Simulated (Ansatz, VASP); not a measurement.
One calculation of CdSe, two programs

```
Cd Se
1.0
     4.06341    0.00000    0.00000
    -2.03171    3.51902    0.00000
     0.00000    0.00000    6.69692
Cd Se
2 2
Direct
  0.00000 0.00000 0.00000
  0.00000 0.00000 0.50000
  0.33333 0.66667 0.25000
  0.66667 0.33333 0.75000
```

Change from the starting cell: species swapped into the CuSn type (P6_3/mmc, No. 194).

Alike in both runs: functional PBE; k mesh 12 × 12 × 8; occupations gaussian, width 0.1 eV; no spin polarisation.

Ansatz relaxed the structure, and its values are those at the end. VASP's run is a single point on that final structure, the one shown.

|  | VASP | Ansatz |
| --- | --- | --- |
| version | VASP 6.6.1 | Ansatz 0.2.0 |
| potentials or method | VASP PAW PBE potentials, release 64 (Cd, Se) | scalar-relativistic, plane waves, PAW |
| plane-wave cutoff (eV) | 520 | 420 |
| valence electrons in the cell | 36 | 72 |

Ansatz gave:

| Item | Value |
| --- | --- |
| gap on the k mesh at the Fermi level (eV) | none |
| pressure (GPa) | 0.0 |

Task: What did VASP give for the same quantities?

Result: gap on the k mesh at the Fermi level (eV): none; pressure (GPa): 0.3.

A gap of «none» marks a metal or a gap that the smearing closes. The two sets of potentials don't hold the same shells in valence.
